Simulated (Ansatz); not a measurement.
Al2Au:

```
Au Al
1.0
     0.00000    3.00000    3.00000
     3.00000    0.00000    3.00000
     3.00000    3.00000    0.00000
Au Al
1 2
Cartesian
  0.0000 0.0000 0.0000
  4.5000 4.5000 4.5000
  1.5000 1.5000 1.5000
```

```yaml
Program: Ansatz 0.2.0
Task: relaxation of cell and atoms
Functional: BLYP
Potentials_or_basis: Ansatz PAW
Cutoff: "420 eV (not typed: the program's choice for these potentials)"
k_mesh: 8 × 8 × 8
Occupations: fermi-dirac, width 0.05 eV
Spin: no spin polarisation
```

At the start: volume 18.00 Å³/atom.

Question: How do energy, volume and symmetry change on relaxing?

Answer: It ends after 5 steps and the volume is 19.30 Å³/atom (+7.2 %); space group Fm-3m (No. 225, to 0.05 Å).

Step by step:
```csv
step,energy change (eV),largest force (eV/Å),volume (Å³)
1,0.0000,0.0000,54.00
2,-0.0776,0.0000,58.61
3,-0.0801,0.0000,57.99
4,-0.0802,0.0000,57.89
5,-0.0818,0.0000,57.89
```

Final structure:
```
Au Al
1.0
     0.00000    3.07035    3.07035
     3.07035    0.00000    3.07035
     3.07035    3.07035    0.00000
Au Al
1 2
Cartesian
  0.0000 0.0000 0.0000
  4.6055 4.6055 4.6055
  1.5352 1.5352 1.5352
```

Caveat: the plane-wave basis is chosen anew once the cell has moved, so the energies of steps on either side of that aren't comparable; the PAW data sets come from PBE, with cores solved anew for the run's functional, which leaves a small shift of forces and pressure.
